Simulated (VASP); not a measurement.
# PbS (P-6m2) in VASP: further runs, part 2 of 2

VASP 6.6.1. The steps go on from the part before.

## (3) Single point, PBEsol

This run uses another cell than the first one, of the same volume but with other edges.

Contents of INCAR:

```
ALGO = Fast
EDIFF = 1E-7
ENCUT = 520
GGA = PS
ISIF = 2
ISMEAR = 0
LASPH = True
LCHARG = False
LREAL = False
LWAVE = False
NBANDS = 17
NELM = 100
PREC = Accurate
SIGMA = 0.15
```

Contents of KPOINTS:

```
k-points
0
Gamma
  15 15 14
```

Contents of POSCAR:

```
PbS
1.0
    4.2049605922      0.0000000000      0.0000000000
   -2.1024802961      3.6416026948      0.0000000000
    0.0000000000      0.0000000000      3.5833371164
Pb S
1 1
Direct
    0.0000000000      0.0000000000      0.0000000000
    0.6666666667      0.3333333333      0.5000000000
```

Potentials or basis: VASP PAW PBE potentials, release 64 (Pb_d, S).

Launch:

```
> cat potpaw_PBE.64/Pb_d/POTCAR potpaw_PBE.64/S/POTCAR > POTCAR
> mpirun -np 1 vasp_std > vasp.out
```

OUTCAR:

```text
EDIFF = 1E-7
   ENCUT = 520
   GGA = PS
   ISIF = 2
   ISMEAR = 0
   LASPH = True
   LREAL = False
   NELM = 100
   PREC = Accurate

 ion  position               nearest neighbor table
   1  0.000  0.000  0.000-   2 3.02   2 3.02   2 3.02   2 3.02   2 3.02   2 3.02
   2  0.667  0.333  0.500-   1 3.02   1 3.02   1 3.02   1 3.02   1 3.02   1 3.02

  LATTYP: Found a hexagonal cell.
 ALAT       =     4.2049605922
 C/A-ratio  =     0.8521690127

  Lattice vectors:

 A1 = (   4.2049605922,   0.0000000000,   0.0000000000)
 A2 = (  -2.1024802961,   3.6416026948,   0.0000000000)
 A3 = (   0.0000000000,   0.0000000000,   3.5833371164)

Analysis of symmetry for initial positions (statically):
=====================================================================
 Subroutine PRICEL returns:
 Original cell was already a primitive cell.

 Routine SETGRP: Setting up the symmetry group for a
 hexagonal supercell.

 Subroutine GETGRP returns: Found 12 space group operations
 (whereof 12 operations were pure point group operations)
 out of a pool of 24 trial point group operations.

The static configuration has the point symmetry D_3h.

Analysis of symmetry for dynamics (positions and initial velocities):
=====================================================================
 Subroutine PRICEL returns:
 Original cell was already a primitive cell.

 Routine SETGRP: Setting up the symmetry group for a
 hexagonal supercell.

 Subroutine GETGRP returns: Found 12 space group operations
 (whereof 12 operations were pure point group operations)
 out of a pool of 24 trial point group operations.

The dynamic configuration has the point symmetry D_3h.

 Subroutine INISYM returns: Found 12 space group operations
[... 107 lines left out ...]
   PSTRESS=    0.0 pullay stress
   NELECT =      20.0000    total number of electrons
   NUPDOWN=      -1.0000    fix difference up-down
   EMIN   =  10.00;   EMAX   =-10.00  energy-range for DOS
   EFERMI =   0.00;   METHOD = LEGACY
   ISMEAR =     0;   SIGMA  =   0.15  broadening in eV -4-tet -1-fermi 0-gaus
   EFERMI_NEDOS =   21; number of points for ismear=-14 and -15
   IALGO  =     68    algorithm
   IMIX   =      4    mixing-type and parameters
     AMIX     =   0.40;   BMIX     =  1.00
     AMIX_MAG =   1.60;   BMIX_MAG =  1.00
  volume/ion in A,a.u.               =      27.44       185.14
  Fermi-wavevector in a.u.,A,eV,Ry     =   1.169421  2.209885 18.606576  1.367545
  Thomas-Fermi vector in A             =   2.305894
   LORBIT       =      0    0 simple, 1 ext, 2 COOP (PROOUT), +10 PAW based schemes
   GGA     = PS    functional components
   LHFCALC =     F    Hartree Fock is set to
   AEXX    =    0.0000 exact exchange contribution
   IVDW    =     0    specifies the selected vdW correction
   LEPSILON=     F    determine dielectric tensor
   LRPA    =     F    only Hartree local field effects (RPA)
 non-spin polarized calculation
 RMM-DIIS sequential band-by-band and
 Gauss-broadening in eV      SIGMA  =   0.15
  energy-cutoff  :      520.00
  volume of cell :       54.87
 maximum number of plane-waves:      1502
 NGX is ok and might be reduce to    32

 number of electron      20.0000005 magnetization

 Free energy of the ion-electron system (eV)
  ---------------------------------------------------
  ext. energy  EPLUGINS =         0.00000000
  ---------------------------------------------------
  free energy    TOTEN  =        -9.13546811 eV

  energy without entropy =       -9.13408984  energy(sigma->0) =       -9.13477897

 E-fermi :   5.0994     XC(G=0):  -9.6105

 val. band max:        5.0673626940   @ k =   0.3333   0.3333   0.0714
 cond. band min:       5.2065290611   @ k =   0.3333   0.3333   0.4286
 fundamental gap:      0.1391663672
 Fermi energy:         5.0994425460

 k-point     1 :       0.0000    0.0000    0.0000
  band No.  band energies     occupation
      1     -11.8113      2.00000
      2     -11.7085      2.00000
      3     -11.7085      2.00000
      4     -11.6268      2.00000
      5     -11.6268      2.00000
      6      -8.1577      2.00000
[... 457 lines left out ...]
      4     -11.6479      2.00000
      5     -11.6363      2.00000
      6      -6.9848      2.00000
[... 9 lines left out ...]
     16      14.7068      0.00000
     17      15.1165      0.00000

 [... further k-points ...]
[... 5 lines left out ...]
  --------------------------------------------------------------------------------------
  -------------------------------------------------------------------------------------
  Total       -1.2979588     -1.2979588      0.6174367      0.0000000      0.0000000      0.0000000
  in kB      -37.8991386    -37.8991386     18.0285526      0.0000000      0.0000000      0.0000000
  external PRESSURE =     -19.2565749 kB  Pullay stress =       0.0000000 kB

 VOLUME and BASIS-vectors are now :
 -----------------------------------------------------------------------------
  energy-cutoff  :      520.00
  volume of cell :       54.87
      direct lattice vectors                 reciprocal lattice vectors
     4.204960592  0.000000000  0.000000000     0.237814357  0.137302183  0.000000000
    -2.102480296  3.641602695  0.000000000     0.000000000  0.274604366  0.000000000
     0.000000000  0.000000000  3.583337116     0.000000000  0.000000000  0.279069473

 POSITION                                       TOTAL-FORCE (eV/Angst)
 -----------------------------------------------------------------------------------
      0.00000      0.00000      0.00000        -0.000000      0.000000      0.000000
      2.10248      1.21387      1.79167         0.000000     -0.000000      0.000000
 -----------------------------------------------------------------------------------
    total drift:                               -0.000000      0.000000      0.000000

  FREE ENERGIE OF THE ION-ELECTRON SYSTEM (eV)
  ---------------------------------------------------
  free  energy   TOTEN  =        -9.1354681096 eV

  energy  without entropy=       -9.1340898375  energy(sigma->0) =       -9.13477897
```

stdout:

```text
POSCAR found type information on POSCAR PbS
 POSCAR found :  2 types and       2 ions
 scaLAPACK will be used
 -----------------------------------------------------------------------------
|                                                                             |
|                                                                             |
|     You enforced a specific xc type in the INCAR file but a different       |
|     I HOPE YOU KNOW WHAT YOU ARE DOING!                                     |
|                                                                             |
 -----------------------------------------------------------------------------

 LDA part: xc-table for (Slater+PW92), standard interpolation
 POSCAR, INCAR and KPOINTS ok, starting setup
 FFT: planning ... GRIDC
 FFT: planning ... GRID_SOFT
 FFT: planning ... GRID
 WAVECAR not read
 entering main loop
```

Run time: 4.8 min. Hardware: 1 thread of Intel Xeon Platinum 8375C at 2.90GHz (Ice Lake), shared host; peak memory 0.31 GiB.

What came out:

```
Free energy            : -9.1355 eV
Pressure               : -1.9 GPa
Band gap on the k mesh : none (metal or under the smearing width)
```

Levels at points of the mesh, in eV from the Fermi level:
| k point | band 6 | band 7 | band 8 | band 9 | band 10 | band 11 | band 12 | band 13 | band 14 | band 15 |
| --- | --- | --- | --- | --- | --- | --- | --- | --- | --- | --- |
| (0.00, 0.00, 0.00) | -13.26 | -6.52 | -2.06 | -2.06 | -1.55 | 2.91 | 2.91 | 5.49 | 6.38 | 6.87 |
| (0.00, 0.00, 0.50) | -11.97 | -8.75 | -1.27 | -1.27 | -0.29 | 0.19 | 3.55 | 3.55 | 7.85 | 7.85 |

Caveat: the PAW data sets were made with another functional, which shifts forces and pressure a little.

## (4) Single point, PBEsol

This run uses another cell than the first one, of the same volume but with other edges.

Contents of INCAR:

```
SYSTEM = PbS
  PREC = Accurate
  ENCUT = 520
  EDIFF = 1E-7
  ISMEAR = 0
  SIGMA = 0.15
  LREAL = .FALSE.
  LASPH = .TRUE.
  NELM = 100
  ALGO = Fast
  ISIF = 2
  LWAVE = .FALSE.
  LCHARG = .FALSE.
  GGA = PS
  NBANDS = 17
```

Contents of KPOINTS:

```
regular mesh
0
G
  15 15 14
  0 0 0
```

Contents of POSCAR:

```
PbS
1.0
    4.3173596730      0.0000000000      0.0000000000
   -2.1586798365      3.7389431541      0.0000000000
    0.0000000000      0.0000000000      3.3991870767
Pb S
1 1
Direct
    0.0000000000      0.0000000000      0.0000000000
    0.6666666667      0.3333333333      0.5000000000
```

Launch:

```
> cat potpaw_PBE.64/Pb_d/POTCAR potpaw_PBE.64/S/POTCAR > POTCAR
> mpirun -np 1 vasp_std > vasp.out
```

Run time: 4.1 min. Hardware: 1 thread of Intel Xeon Platinum 8375C at 2.90GHz (Ice Lake), shared host; peak memory 0.32 GiB.

The run converged. Its results:

```yaml
Free_energy: -8.9817 eV
Pressure: -1.0 GPa
Band_gap_on_the_k_mesh: none (metal or under the smearing width)
```

Stress tensor (GPa, compression positive):
```
-4.86  0.00  0.00
 0.00 -4.86  0.00
 0.00  0.00  6.64
```

Levels at points of the mesh, in eV from the Fermi level:
```tsv
k point	band 7	band 8	band 9	band 10	band 11	band 12	band 13	band 14
(0.00, 0.00, 0.00)	-6.75	-2.40	-2.40	-0.89	2.42	2.42	5.86	6.08
(0.00, 0.00, 0.50)	-8.49	-1.38	-1.38	-0.65	-0.42	3.34	3.34	7.61
```

Caveat: the PAW data sets were made with another functional, which shifts forces and pressure a little. The run has no spin-orbit coupling, so splittings on Pb are missing.

## (5) Single point, PBEsol

This run uses another cell than the first one, of the same volume but with other edges.

Contents of INCAR:

```
SYSTEM = PbS
ALGO     = Fast           ! electronic algorithm
EDIFF    = 1E-6           ! SCF threshold, eV
ENCUT    = 520            ! plane-wave cutoff, eV
GGA      = PS             ! functional
ISIF     = 2              ! what is computed and relaxed
ISMEAR   = 0              ! smearing method
LASPH    = .TRUE.         ! aspherical terms in the spheres
LCHARG   = .FALSE.        ! write CHGCAR
LREAL    = .FALSE.        ! projectors in reciprocal space
LWAVE    = .FALSE.        ! write WAVECAR
NBANDS   = 17             ! bands
NELM     = 100            ! most SCF steps
PREC     = Accurate       ! precision mode
SIGMA    = 0.15           ! smearing width, eV
```

Contents of KPOINTS:

```
k-points
0
G
  15 15 14
  0 0 0
```

Contents of POSCAR:

```
PbS
1.0
    3.8485528704      0.0000000000      0.0000000000
   -1.9242764352      3.3329445536      0.0000000000
    0.0000000000      0.0000000000      4.2777619565
Pb S
1 1
Direct
    0.0000000000      0.0000000000      0.0000000000
    0.6666666667      0.3333333333      0.5000000000
```

Launch:

```
> cat potpaw_PBE.64/Pb_d/POTCAR potpaw_PBE.64/S/POTCAR > POTCAR
> mpirun -np 1 vasp_std > vasp.out
```

Wall time 4.8 min (1 thread of Intel Xeon Platinum 8375C at 2.90GHz (Ice Lake), shared host); peak memory 0.32 GiB.

The run converged. Its results:

| Property | Result |
| --- | --- |
| Free energy | -8.9016 eV |
| Pressure | -5.4 GPa |
| Band gap on the k mesh | none (metal or under the smearing width) |

Stress tensor (GPa, compression positive):
```
 -0.84   0.00   0.00
  0.00  -0.84   0.00
  0.00   0.00 -14.53
```

Levels at points of the mesh, in eV from the Fermi level:
```csv
k point,band 6,band 7,band 8,band 9,band 10,band 11,band 12,band 13,band 14,band 15
"(0.00, 0.00, 0.00)",-12.71,-6.82,-2.98,-0.54,-0.54,4.74,4.74,5.50,6.17,8.33
"(0.00, 0.00, 0.50)",-11.82,-9.36,-0.25,-0.25,0.51,1.99,4.83,4.83,9.27,9.27
```

Caveat: the PAW data sets were made with another functional, which shifts forces and pressure a little.
